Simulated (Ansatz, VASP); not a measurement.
Hf in VASP and in Ansatz

Contents of INCAR:

```
PREC     = Accurate       # precision mode
ENCUT    = 520            # plane-wave cutoff, eV
EDIFF    = 1E-6           # SCF threshold, eV
ISMEAR   = -1             # smearing method
SIGMA    = 0.08           # smearing width, eV
LREAL    = F              # projectors in reciprocal space
LASPH    = T              # aspherical terms in the spheres
NELM     = 80             # most SCF steps
ALGO     = Normal         # electronic algorithm
ISIF     = 2              # what is computed and relaxed
LWAVE    = F              # write WAVECAR
LCHARG   = F              # write CHGCAR
GGA      = PS             # functional
NBANDS   = 11             # bands
```

The input KPOINTS:

```
Automatic mesh
0
Gamma
  16 16 16
```

Contents of POSCAR:

```
Hf
1.0
   -1.7989631656      1.7989631656      1.7989631656
    1.7989631656     -1.7989631656      1.7989631656
    1.7989631656      1.7989631656     -1.7989631656
Hf
1
Direct
    0.0000000000      0.0000000000      0.0000000000
```

Input for Ansatz:

```yaml
crystal:
  lattice:
    - [-1.7989631656, 1.7989631656, 1.7989631656]
    - [1.7989631656, -1.7989631656, 1.7989631656]
    - [1.7989631656, 1.7989631656, -1.7989631656]
  atoms:
    - { symbol: Hf, position: [0.0, 0.0, 0.0] }
kpoints:
  mp_grid: { grid: [16, 16, 16] }
  band_path:
    path:
      - [0.0, 0.0, 0.0]
      - [0.5, -0.5, 0.5]
      - [0.0, 0.0, 0.5]
      - [0.0, 0.0, 0.0]
      - [0.25, 0.25, 0.25]
      - [0.5, -0.5, 0.5]
      - [0.25, 0.25, 0.25]
      - [0.0, 0.0, 0.5]
    npoints: 5
scf:
  occupations: { method: fermi_dirac, width: 0.08 }
hamiltonian:
  xc: pbesol
  pseudopotentials: { kind: all_electron, lapw: { basis_error: 0.001 } }
output:
  forces: true
  stress: true
  eigenvalues: true
```

Change from the starting cell: volume scaled by 0.99.

Alike in both runs: task single point; functional PBEsol; k mesh 16 × 16 × 16; occupations fermi-dirac, width 0.08 eV; no spin polarisation.

|  | VASP | Ansatz |
| --- | --- | --- |
| version | VASP 6.6.1 | Ansatz 0.2.0 |
| potentials or method | VASP PAW PBE potentials, release 64 (Hf_pv) | all-electron LAPW, scalar-relativistic |
| plane-wave cutoff (eV) | 520 | see its input |

Ansatz gave:

* pressure (GPa): -8.1

Which values does VASP return?

Pressure (GPa): -8.5.

Ansatz ran all-electron here, so the differences hold the error of VASP's frozen core and of both bases.

Caveats: the PAW data sets were made with another functional, which shifts forces and pressure a little (VASP). The runs have no spin-orbit coupling, so splittings on Hf are missing.
